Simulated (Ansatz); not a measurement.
A plane-wave DFT run in Ansatz 0.2.0 (scalar-relativistic PAW potentials unless the input names others): input and command.

```yaml
crystal:
  lattice:
    - [2.9764078218, 0.0, 0.0]
    - [0.0, 2.9764078218, 0.0]
    - [0.0, 0.0, 27.9292234653]
  atoms:
    - { symbol: Ru, position: [0.5, 0.5, 0.3043407207] }
    - { symbol: Al, position: [0.0, 0.0, 0.3576255503] }
    - { symbol: Ru, position: [0.5, 0.5, 0.4109103798] }
    - { symbol: Al, position: [0.0, 0.0, 0.4635446716] }
    - { symbol: Ru, position: [0.5, 0.5, 0.5159073996] }
    - { symbol: Al, position: [0.0, 0.0, 0.5697003103] }
    - { symbol: Ru, position: [0.5, 0.5, 0.6211691704] }
    - { symbol: H, position: [0.0, 0.5, 0.6543815148] }
basis:
  ecutwfc: 420
kpoints:
  mp_grid: { grid: [10, 10, 1] }
hamiltonian:
  xc: gga
scf:
  occupations: { method: gaussian, width: 0.1 }
  max_iter: 60
output:
  forces: true
  eigenvalues: true
efield:
  axis: 3
  dipole_correction: true
  ramp_width: 0.04
```

```bash
ansatz run input.yaml --threads 2 --pin off --max-ram 5120MiB --backend cpu --events-out ev --progress --plain --runs-dir out
```

Q: What will the program do with this input?

A: The program refuses it, because of an unknown functional (hamiltonian.xc: "pbesol" → "gga"). With the sound run's settings it is accepted.

Abridged log:
```
Error: YAML parse error: error: line 20 column 7: hamiltonian.xc: unknown variant `gga`, expected one of `lda`, `lda-pw`, `pw92`, `pbe`, `pbesol`, `rpbe`, `revpbe`, `blyp`, `pbe0`, `revpbe0`, `b3lyp`, `b3lyp5`, `hse06`, `wpbeh`, `hiss`, `lc_wpbe`, `cam_b3lyp`, `hf`, `r2scan`, `r2scanh`, `r2scan0`, `r2scan50`, `mr2scan`
  --> <input>:20:7
   |
18 |   mp_grid: { grid: [10, 10, 1] }
19 | hamiltonian:
20 |   xc: gga
   |       ^ hamiltonian.xc: unknown variant `gga`, expected one of `lda`, `lda-pw`, `pw92`, `pbe`, `pbesol`, `rpbe`, `revpbe`, `blyp`, `pbe0`, `revpbe0`, `b3lyp`, `b3lyp5`, `hse06`, `wpbeh`, `hiss`, `lc_wpbe`, `cam_b3lyp`, `hf`, `r2scan`, `r2scanh`, `r2scan0`, `r2scan50`, `mr2scan`
21 | scf:
22 |   occupations: { method: gaussian, width: 0.1 }
   |
```